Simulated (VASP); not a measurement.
A run of VASP 6.6.1 is set up as follows.

Contents of INCAR:

```
SYSTEM = Mg
PREC = Accurate ; ENCUT = 520
EDIFF = 1E-6 ; ISMEAR = 0
SIGMA = 0.05 ; LREAL = .False.
LASPH = .True. ; NELM = 150
ALGO = Fast ; ISIF = 2
LWAVE = .False. ; LCHARG = .True.
MAGMOM = 0 0 0 ; LORBIT = 11
LSORBIT = .True. ; GGA_COMPAT = .False.
LORBMOM = .True. ; GGA = PE
LVHAR = .True. ; NBANDS = 13
```

Contents of KPOINTS:

```
Automatic mesh
0
Gamma
  16 16 16
  0 0 0
```

File POSCAR:

```
Mg
1.0
   -1.7900017546      1.7900017546      1.7900017546
    1.7900017546     -1.7900017546      1.7900017546
    1.7900017546      1.7900017546     -1.7900017546
Mg
1
Direct
    0.0000000000      0.0000000000      0.0000000000
```

Potentials or basis: VASP PAW PBE potentials, release 64 (Mg).

Command:

```bash
$ cat potpaw_PBE.64/Mg/POTCAR > POTCAR
$ mpirun -np 1 vasp_ncl > vasp.out
```

**Question.** Predict the net moment.

**Answer.** 0.00 μB per cell.

**Question.** Estimate the pressure.

**Answer.** -0.1 GPa.

Moments on the atoms (μB; x, y, z):
```
Mg  0.00 0.00 0.00
```
